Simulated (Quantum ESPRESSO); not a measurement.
BN under changes of volume

One of the cells (8.967 Å³/atom); the others are scaled copies at fixed shape and fractional positions:

```
N B
1.0
     2.49824    0.00000    0.00000
    -1.24912    2.16354    0.00000
     0.00000    0.00000    6.63570
N B
2 2
Direct
  0.66667 0.33333 0.25000
  0.33333 0.66667 0.75000
  0.66667 0.33333 0.75000
  0.33333 0.66667 0.25000
```

- Program: Quantum ESPRESSO 7.5
- Functional: PBE
- Potentials or basis: SSSP 1.3 efficiency PBE
- Cutoff: 816 eV
- Density cutoff: 6531 eV
- k mesh: 12 × 12 × 4
- Occupations: fermi-dirac, width 0.05 eV
- Spin: no spin polarisation

```csv
volume (Å³/atom),energy over the lowest point (meV/atom),pressure (GPa),gap on the mesh (eV)
8.429,?,?,?
8.608,23.67,15.0,4.36
8.787,9.78,9.3,4.33
8.967,2.07,4.0,4.31
9.146,0.00,-0.8,4.29
9.325,3.07,-5.2,4.26
9.505,10.87,-9.2,4.24
```

Q: What does the run at 8.429 Å³/atom give?

A: Energy over the lowest point 44.32 meV/atom; pressure 21.4 GPa; gap on the mesh 4.38 eV.

Worked out: A Birch-Murnaghan fit of order 3 (a polynomial in V^(-2/3)) to the other rows has its minimum at 9.13 Å³/atom with B0 = V·E''(V) = 236 GPa and B' = 3.7 at fixed shape and positions, which overstates the stiffness. It gives 44.32 meV/atom at 8.429 Å³/atom, against the run's 44.32, and -dE/dV = 21.7 GPa, against 21.4. A straight line through the other rows of the gap, of slope -1.2 eV per unit of ln V, extrapolates to 4.38 eV, against the run's 4.38.

Energies are extrapolated to zero smearing.

Caveats: this functional lacks dispersion, which binds the layers, so the pressure and a relaxed spacing across them are unreliable.

A mesh can miss the band edges.
